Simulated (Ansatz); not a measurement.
## NiO under changes of volume

One of the cells (9.076 Å³/atom); the others are scaled copies at fixed shape and fractional positions:

```xyz
2
Lattice="0.0000 2.0859 2.0859 2.0859 0.0000 2.0859 2.0859 2.0859 0.0000" Properties=species:S:1:pos:R:3 pbc="T T T"
Ni    0.0000    0.0000    0.0000
O     2.0859    2.0859    2.0859
```

* Program: Ansatz 0.2.0
* Functional: LDA
* Potentials or basis: Ansatz PAW
* Cutoff: 420 eV (not typed: the program's choice for these potentials)
* k mesh: 11 × 11 × 11
* Occupations: fermi-dirac, width 0.05 eV
* Spin: collinear spin, ferromagnetic start
* Starting moments: [1.0, 0.0] μB

| volume (Å³/atom) | energy over the lowest point (meV/atom) | pressure (GPa) |
| --- | --- | --- |
| 8.531 | 0.00 | -7.7 |
| 8.713 | ? | ? |
| 8.894 | 27.63 | -16.2 |
| 9.076 | 48.17 | -19.8 |
| 9.257 | 72.59 | -22.9 |
| 9.439 | 100.23 | -25.7 |
| 9.620 | 130.91 | -28.1 |

Task: What does the run at 8.713 Å³/atom give?

Result: Energy over the lowest point 11.33 meV/atom; pressure -12.2 GPa.

Worked out: A Birch-Murnaghan fit of order 3 (a polynomial in V^(-2/3)) to the other rows has no minimum within the range. It gives 11.42 meV/atom at 8.713 Å³/atom, against the run's 11.33, and -dE/dV = -12.3 GPa, against -12.2.

Energies are extrapolated to zero smearing.

Caveats: the PAW data sets come from PBE, with cores solved anew for the run's functional, which leaves a small shift of forces and pressure.
